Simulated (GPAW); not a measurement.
# MnO (Fm-3m) in GPAW: single point with LDA

Aim: the single point of MnO with LDA.

Everything below comes from runs of GPAW 26.7.0. Logs are shortened: lines on timing, memory, paths and dates and some standing lists are left out, and cuts for length are marked. The log counts tension as positive stress, the text compression.

## (1) The crystal as given

The structure is cubic, space group Fm-3m (No. 225). Conventional cell: a = 4.448 Å, b = 4.448 Å, c = 4.448 Å, α = 90.00°, β = 90.00°, γ = 90.00°. Mn (site symmetry m-3m) is surrounded by 6 O at 2.22 Å. Around O (site symmetry m-3m) lie 6 Mn at 2.22 Å.

The cell is a database's computed one.

## (2) Single point, LDA, collinear spin, ferromagnetic start

Contents of run.py:

```python
from ase.dft.bandgap import bandgap
from ase.io import read, write
from ase.units import GPa
from gpaw import GPAW, PW

atoms = read('POSCAR')
atoms.set_initial_magnetic_moments([4.0, 0.0])

calc = GPAW(mode=PW(800),
            xc='LDA',
            kpts={'size': (10, 10, 10), 'gamma': True},
            occupations={'name': 'methfessel-paxton', 'order': 0, 'width': 0.05},
            nbands=21,
            convergence={'density': 1e-05, 'energy': 1e-05},
            maxiter=150,
            txt='gpaw.txt')
atoms.calc = calc
energy = atoms.get_potential_energy()
forces = atoms.get_forces()
stress = atoms.get_stress()
calc.write('gs.gpw')
write('result.traj', atoms)
print(f'Energy: {energy:.6f} eV')
print('Forces (eV/A):')
print(forces.round(4))
print('Stress (GPa):', (stress / GPa).round(3))
print('Moments:', calc.get_magnetic_moments().round(3))
print('Fermi level:', round(calc.get_fermi_level(), 4), 'eV')
print(f'Gap: {bandgap(calc)[0]:.4f} eV, direct: {bandgap(calc, direct=True)[0]:.4f} eV')
```

Contents of POSCAR:

```
MnO
1.0
    0.0000000000      2.2239077028      2.2239077028
    2.2239077028      0.0000000000      2.2239077028
    2.2239077028      2.2239077028      0.0000000000
Mn O
1 1
Direct
    0.0000000000      0.0000000000      0.0000000000
    0.5000000000      0.5000000000      0.5000000000
```

Potentials or basis: the program's PAW data sets (release 1.2.1) made for this functional, pw.

Launch:

```console
OMP_NUM_THREADS=1 python run.py
```

gpaw.txt:

```text
__  _  _
 | _ |_)|_||  |
 |__||  | ||/\| - 26.7.0

Input parameters:
  mode=PW(ecut=800.0),
  convergence={'density': 1e-05, 'energy': 1e-05},
  kpts=MonkhorstPack(size=(10, 10, 10), gamma=True),
  maxiter=150,
  nbands=21,
  occupations=Occupations(name='methfessel-paxton', order=0, width=0.05),
  xc=XC(name='LDA')

Diagonalizing LCAO Hamiltonian
Converting LCAO to pw mode

              O

       Mn

Atoms  # Å, Bohr magnetons
|   | symbol |        x |        y |        z |    initial magnetic moments |
|---|--------|----------|----------|----------|-----------------------------|
| 0 |     Mn | 0.000000 | 0.000000 | 0.000000 | ( 0.0000,  0.0000,  4.0000) |
| 1 |      O | 2.223908 | 2.223908 | 2.223908 | ( 0.0000,  0.0000,  0.0000) |

Unit cell  # Å
| periodic |        x |        y |        z |  lengths |    angles |
|----------|----------|----------|----------|----------|-----------|
|      yes | 0.000000 | 2.223908 | 2.223908 | 3.145080 | 60.000000 |
|      yes | 2.223908 | 0.000000 | 2.223908 | 3.145080 | 60.000000 |
|      yes | 2.223908 | 2.223908 | 0.000000 | 3.145080 | 60.000000 |

Number of symmetries: 48
Symmetry operations  # r_c * U_cc + t_c -> r_c
|    | kind |            matrix            |
|----|------|------------------------------|
|  0 |  σ   |  1, 0, 0,  1, 0,-1,  1,-1, 0 |
|  1 |  C2  |  1, 0, 0,  1,-1, 0,  1, 0,-1 |
|  2 |  E   |  1, 0, 0,  0, 1, 0,  0, 0, 1 |
|  3 |  σ   |  1, 0, 0,  0, 0, 1,  0, 1, 0 |
|  4 |  C4  |  1, 0,-1,  1, 0, 0,  1,-1, 0 |
|  5 |  S6  |  1, 0,-1,  1,-1, 0,  1, 0, 0 |
|  6 |  σ   |  1, 0,-1,  0, 1,-1,  0, 0,-1 |
|  7 |  C3  |  1, 0,-1,  0, 0,-1,  0, 1,-1 |
|  8 |  S6  |  1,-1, 0,  1, 0, 0,  1, 0,-1 |
|  9 |  C4  |  1,-1, 0,  1, 0,-1,  1, 0, 0 |
| 10 |  C3  |  1,-1, 0,  0,-1, 1,  0,-1, 0 |
| 11 |  σ   |  1,-1, 0,  0,-1, 0,  0,-1, 1 |
| 12 |  σ   |  0, 1, 0,  1, 0, 0,  0, 0, 1 |
| 13 |  C4  |  0, 1, 0,  0, 1,-1, -1, 1, 0 |
| 14 |  C3  |  0, 1, 0,  0, 0, 1,  1, 0, 0 |
| 15 |  S6  |  0, 1, 0, -1, 1, 0,  0, 1,-1 |
| 16 |  C2  |  0, 1,-1,  1, 0,-1,  0, 0,-1 |
| 17 |  σ   |  0, 1,-1,  0, 1, 0, -1, 1, 0 |
| 18 |  S4  |  0, 1,-1,  0, 0,-1,  1, 0,-1 |
| 19 |  C4  |  0, 1,-1, -1, 1, 0,  0, 1, 0 |
| 20 |  C3  |  0, 0, 1,  1, 0, 0,  0, 1, 0 |
| 21 |  σ   |  0, 0, 1,  0, 1, 0,  1, 0, 0 |
| 22 |  S6  |  0, 0, 1,  0,-1, 1, -1, 0, 1 |
| 23 |  C4  |  0, 0, 1, -1, 0, 1,  0,-1, 1 |
| 24 |  S4  |  0, 0,-1,  1, 0,-1,  0, 1,-1 |
| 25 |  C3  |  0, 0,-1,  0, 1,-1,  1, 0,-1 |
| 26 |  C2  |  0, 0,-1,  0,-1, 0, -1, 0, 0 |
| 27 |  S6  |  0, 0,-1, -1, 0, 0,  0,-1, 0 |
| 28 |  S4  |  0,-1, 1,  1,-1, 0,  0,-1, 0 |
| 29 |  C4  |  0,-1, 1,  0, 0, 1, -1, 0, 1 |
| 30 |  C2  |  0,-1, 1,  0,-1, 0,  1,-1, 0 |
| 31 |  σ   |  0,-1, 1, -1, 0, 1,  0, 0, 1 |
| 32 |  C3  |  0,-1, 0,  1,-1, 0,  0,-1, 1 |
| 33 |  S6  |  0,-1, 0,  0, 0,-1, -1, 0, 0 |
| 34 |  S4  |  0,-1, 0,  0,-1, 1,  1,-1, 0 |
| 35 |  C2  |  0,-1, 0, -1, 0, 0,  0, 0,-1 |
| 36 |  C2  | -1, 1, 0,  0, 1, 0,  0, 1,-1 |
| 37 |  S6  | -1, 1, 0,  0, 1,-1,  0, 1, 0 |
| 38 |  S4  | -1, 1, 0, -1, 0, 1, -1, 0, 0 |
| 39 |  C3  | -1, 1, 0, -1, 0, 0, -1, 0, 1 |
| 40 |  S6  | -1, 0, 1,  0, 0, 1,  0,-1, 1 |
| 41 |  C2  | -1, 0, 1,  0,-1, 1,  0, 0, 1 |
| 42 |  C3  | -1, 0, 1, -1, 1, 0, -1, 0, 0 |
| 43 |  S4  | -1, 0, 1, -1, 0, 0, -1, 1, 0 |
| 44 |  C2  | -1, 0, 0,  0, 0,-1,  0,-1, 0 |
| 45 |  i   | -1, 0, 0,  0,-1, 0,  0, 0,-1 |
| 46 |  σ   | -1, 0, 0, -1, 1, 0, -1, 0, 1 |
| 47 |  C2  | -1, 0, 0, -1, 0, 1, -1, 1, 0 |

BZ-sampling:
  Number of BZ points: 1000
  Number of IBZ points: 47

  Monkhorst-Pack size: [10, 10, 10]
  Monkhorst-Pack shift: [0.05, 0.05, 0.05]

K-points  # in reciprocal-cell coordinates
|     |                                coordinates |     weight |
|-----|--------------------------------------------|------------|
|   0 | (  0.00000000,   0.00000000,   0.00000000) | 0.00100000 |
|   1 | (  0.10000000,   0.10000000,   0.00000000) | 0.00600000 |
|   2 | (  0.10000000,   0.10000000,   0.10000000) | 0.00800000 |
|   3 | (  0.20000000,   0.10000000,   0.10000000) | 0.01200000 |
|   4 | (  0.20000000,   0.20000000,   0.00000000) | 0.00600000 |
|   5 | (  0.20000000,   0.20000000,   0.10000000) | 0.02400000 |
|   6 | (  0.20000000,   0.20000000,   0.20000000) | 0.00800000 |
|   7 | (  0.30000000,   0.20000000,   0.10000000) | 0.02400000 |
|   8 | (  0.30000000,   0.20000000,   0.20000000) | 0.02400000 |
|   9 | (  0.30000000,   0.30000000,   0.00000000) | 0.00600000 |
| ... |                                            |            |
|  46 | (  0.50000000,   0.50000000,   0.50000000) | 0.00400000 |

Plane wave coefficients: 1158
Cutoff: 800.0 eV

Spin-components: 2 (collinear spins)
Bands:           21
Projectors:      11
Spin-degeneracy: 1
Datatype:        complex128

Parallelization:
  kpt:    1
  domain: 1
  band:   1

Density:
  Valence electrons: 21.0
  Components: 2
  Grid points: [21 21 21]
  Charge: 0.0  # |e|

Potential:
  Grid points: [21 21 21]

species:
  Mn:
    name:    Manganese
    Z:       25.0
    valence: 15
    core:    10
    charge:  0.0  # [|e|]
    compensation charges:
      type: gauss
      rc: 0.38  # [Å]
      lmax: 2
    cutoffs:
      filter: 2.14  # [Å]
      core: 0.86  # [Å]
    projectors
    | kind |    occ | energy [eV] | rcut [Å] |
    |------|--------|-------------|----------|
    |   3s |  2.000 |     -85.387 |    1.275 |
    |   4s |  2.000 |      -5.282 |    1.275 |
    |   3p |  6.000 |     -54.493 |    1.281 |
    |   4p |  0.000 |      -1.471 |    1.281 |
    |   3d |  5.000 |      -7.009 |    1.138 |
    |    d |        |      20.203 |    1.138 |

    Using partial waves for Mn as LCAO basis

  O:
    name:    Oxygen
    Z:       8.0
    valence: 6
    core:    2
    charge:  0.0  # [|e|]
    compensation charges:
      type: gauss
      rc: 0.21  # [Å]
      lmax: 2
    cutoffs:
      filter: 1.17  # [Å]
      core: 0.83  # [Å]
    projectors
    | kind |    occ | energy [eV] | rcut [Å] |
    |------|--------|-------------|----------|
    |   2s |  2.000 |     -23.752 |    0.688 |
    |   2p |  4.000 |      -9.195 |    0.598 |
    |    s |        |       3.459 |    0.688 |
    |    p |        |      18.016 |    0.598 |
    |    d |        |       0.000 |    0.619 |

    Using partial waves for O as LCAO basis

Reference energy: -33483.380042  # eV

eigensolver:
  PPCG
  Converge bands: occupied
  niter=2

density mixing:
  MSR1-Mixer
  Pratt-step length: 0.05
  Maximum mixing coefficient: 0.75
  Old densities: 10
  SVD Regularization: 0.005
  Good broyden scale: 1.0
  Trust region scale: 1.0
  Backstep threshold: 4.0
  History deletion threshold: 6.0
  Fourier metric: weight=20.0, sigma=0.015

occupation numbers:
  Methfessel-Paxton:
    width: 0.0500  # eV
    order: 0

poisson solver:
  ecut: 6400.0  # eV

xc functional:
  name: None

convergence criteria:
- Maximum integral of absolute [dens]ity change: 1e-05 electrons / valence electron
- Maximum [total energy] change in last 3 cyles: 1e-05 eV / valence electron
- Maximum integral of absolute [eigenst]ate change: 4e-08 eV^2 / valence electron
maximum number of iterations: 150

SCF iterations
|iter     | |      energy | eigst |  dens |  magmom |
|---------|-|-------------|-------|-------|---------|
|iter:   1| |  -19.217927 | +0.15 |       |  +4.0030|
|iter:   2| |  -18.999830 | -2.04 | -0.96 |  +4.0360|
|iter:   3| |  -18.551938 | -2.23 | -1.01 |  +4.2472|
|iter:   4| |  -18.562947 | -3.87 | -1.50 |  +4.3477|
|iter:   5| |  -18.566502 | -3.57 | -1.79 |  +4.4422|
|iter:   6| |  -18.567193 | -4.62 | -2.16 |  +4.5025|
|iter:   7| |  -18.567264 | -5.16 | -2.71 |  +4.5282|
|iter:   8| |  -18.567258c| -6.89 | -3.45 |  +4.5346|
|iter:   9| |  -18.567258c| -8.04c| -4.02 |  +4.5345|
|iter:  10| |  -18.567259c| -8.39c| -4.80 |  +4.5344|
|iter:  11| |  -18.567259c| -8.68c| -5.09c|  +4.5343|

Converged in 11 steps
Energy contributions relative to reference atoms: (reference = -33483.380042)

Energy contributions:
  Kinetic:          15.427092
  Coulomb:         -13.610794
  Zero:              0.289505
  External:          0.000000
  Xc:              -20.671988
  Entropy:          -0.002146
  Spinorbit:         0.000000
  ----------------------------
  Free energy:     -18.568332
  Extrapolated:    -18.567259

dipole moment: (-9.826084, -9.826084, -9.826084)  # |e|*Ang

Total magnetic moment: (0.000000, 0.000000, 4.534346)

Local magnetic moments
|        x |        y |        z |
|----------|----------|----------|
| 0.000000 | 0.000000 | 4.040530 |  # Mn   0
| 0.000000 | 0.000000 | 0.147702 |  # O    1

Fermi level: 7.783
Eigenvalues  # (at kpt = [0.000, 0.000, 0.000])
| band index |      eig [eV] | occ [0-1] |      eig [eV] | occ [0-1] |
|------------|---------------|-----------|---------------|-----------|
|          0 |       -72.907 |     1.000 |       -68.529 |     1.000 |
|        ... |               |           |               |           |
|          3 |       -42.043 |     1.000 |       -37.790 |     1.000 |
|          4 |       -12.343 |     1.000 |       -11.879 |     1.000 |
|          5 |         3.836 |     1.000 |         4.265 |     1.000 |
|          6 |         3.836 |     1.000 |         4.265 |     1.000 |
|          7 |         3.836 |     1.000 |         4.265 |     1.000 |
|          8 |         4.720 |     1.000 |         8.161 |     0.000 |
|          9 |         4.720 |     1.000 |         8.161 |     0.000 |
|         10 |         4.720 |     1.000 |         8.161 |     0.000 |
|         11 |         5.223 |     1.000 |         8.291 |     0.000 |
|         12 |         5.223 |     1.000 |         8.831 |     0.000 |
|         13 |         7.243 |     1.000 |         8.831 |     0.000 |
|         14 |        21.689 |     0.000 |        22.292 |     0.000 |
|         15 |        23.918 |     0.000 |        25.495 |     0.000 |
|         16 |        23.918 |     0.000 |        25.495 |     0.000 |
|         17 |        23.918 |     0.000 |        25.495 |     0.000 |
|         18 |        27.211 |     0.000 |        28.950 |     0.000 |
|        ... |               |           |               |           |
|         20 |        27.211 |     0.000 |        28.950 |     0.000 |

No gap
No difference between direct/indirect transitions

Forces  # eV/Ang
|       x |       y |       z |
|---------|---------|---------|
| 0.00000 | 0.00000 | 0.00000 |  # Mn   0
| 0.00000 | 0.00000 | 0.00000 |  # O    1

Stress tensor  # eV/Ang^3
|        x |        y |        z |
|----------|----------|----------|
| 0.099574 | 0.000000 | 0.000000 |
| 0.000000 | 0.099574 | 0.000000 |
| 0.000000 | 0.000000 | 0.099574 |

# Writing to gs.gpw (mode='')
```

Run time: 59 s. Hardware: 1 thread of Intel Xeon Platinum 8259CL at 2.50GHz (Skylake/Cascade Lake), shared host; peak memory 0.19 GiB.

Results:

```
Free energy            : -18.5683 eV
Pressure               : -16.0 GPa
Band gap on the k mesh : none (metal or under the smearing width)
Net moment             : 4.53 μB per cell
Site moments           : Mn +4.04; O +0.15 μB
```

Caveat: so large a pressure means that the cell lies far from this level's equilibrium, or that cutoff or potentials fall short; a cell with one magnetic atom can't hold antiferromagnetic order, which such compounds often take; semilocal functionals often make such compounds metallic where correlation or magnetic order opens a gap, which also shifts bond lengths. With open d or f shells a metallic result of LDA can be an artefact of self-interaction; +U or a hybrid may open a gap.
